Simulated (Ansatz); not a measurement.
Wires are cut from relaxed bulk BP (F-43m, 11.76 Å³/atom, gap on the mesh 1.25 eV); atoms and period are relaxed, and energies count from that bulk.

Theory: DFT PBE, scalar-relativistic, plane waves, PAW (Ansatz).

Cutoff 420 eV; k points 1×1×7 on the computed 12-atom cell (Γ-centred); Gaussian smearing, width 0.05 eV; collinear spin from starting moments 0.3 0.3 0.3 0.3 0.3 0.3 0.3 0.3 0.3 0.3 0.3 0.3 μB.

Start ([001] wire, 12 host atoms a period):

```yaml
crystal:
  lattice:
    - [14.70000, 0.00000, 0.00000]
    - [0.00000, 15.00000, 0.00000]
    - [0.00000, 0.00000, 4.54830]
  atoms:
    - { symbol: B, position: [0.53868, 0.53790, 0.00000] }
    - { symbol: P, position: [0.61603, 0.61371, 0.75000] }
    - { symbol: B, position: [0.53868, 0.38629, 0.50000] }
    - { symbol: B, position: [0.53868, 0.68951, 0.50000] }
    - { symbol: P, position: [0.30662, 0.46210, 0.25000] }
    - { symbol: P, position: [0.61603, 0.46210, 0.25000] }
    - { symbol: B, position: [0.38397, 0.53790, 0.50000] }
    - { symbol: B, position: [0.69338, 0.53790, 0.50000] }
    - { symbol: P, position: [0.46132, 0.31049, 0.25000] }
    - { symbol: P, position: [0.46132, 0.61371, 0.25000] }
    - { symbol: B, position: [0.38397, 0.38629, 0.00000] }
    - { symbol: P, position: [0.46132, 0.46210, 0.75000] }
```

**Question.** Relax it.

**Answer.** The free energy falls by 454 meV/atom.

* excess energy (eV per host atom): 0.975
* line energy (eV/Å): 2.583
* period (Å): 4.531
* gap on the mesh (eV): 0.16
* size of the moment (μB per cell): 1.99

Relaxed structure:
```yaml
crystal:
  lattice:
    - [14.70000, 0.00000, 0.00000]
    - [0.00000, 15.00000, 0.00000]
    - [0.00000, 0.00000, 4.53142]
  atoms:
    - { symbol: B, position: [0.54171, 0.54087, 0.00137] }
    - { symbol: P, position: [0.63421, 0.63146, 0.81402] }
    - { symbol: B, position: [0.51309, 0.40760, 0.41902] }
    - { symbol: B, position: [0.54748, 0.63069, 0.51982] }
    - { symbol: P, position: [0.30044, 0.47306, 0.22174] }
    - { symbol: P, position: [0.62446, 0.45783, 0.23901] }
    - { symbol: B, position: [0.40570, 0.51289, 0.41907] }
    - { symbol: B, position: [0.63338, 0.54648, 0.51981] }
    - { symbol: P, position: [0.47251, 0.30446, 0.22151] }
    - { symbol: P, position: [0.45701, 0.62199, 0.23905] }
    - { symbol: B, position: [0.40776, 0.40963, 0.12358] }
    - { symbol: P, position: [0.46225, 0.46305, 0.76200] }
```

The gap is read on a mesh, which can miss the band edges, so it can be too wide.

Gaps under about 0.2 eV rest on few k points and may close between them. Each run keeps its start's symmetry and one magnetic start, so lower states can exist.

It took 120 s on 4 threads of AMD EPYC 9R45 96-Core Processor (Zen 5), with other jobs on the host, peak memory 1.5 GiB.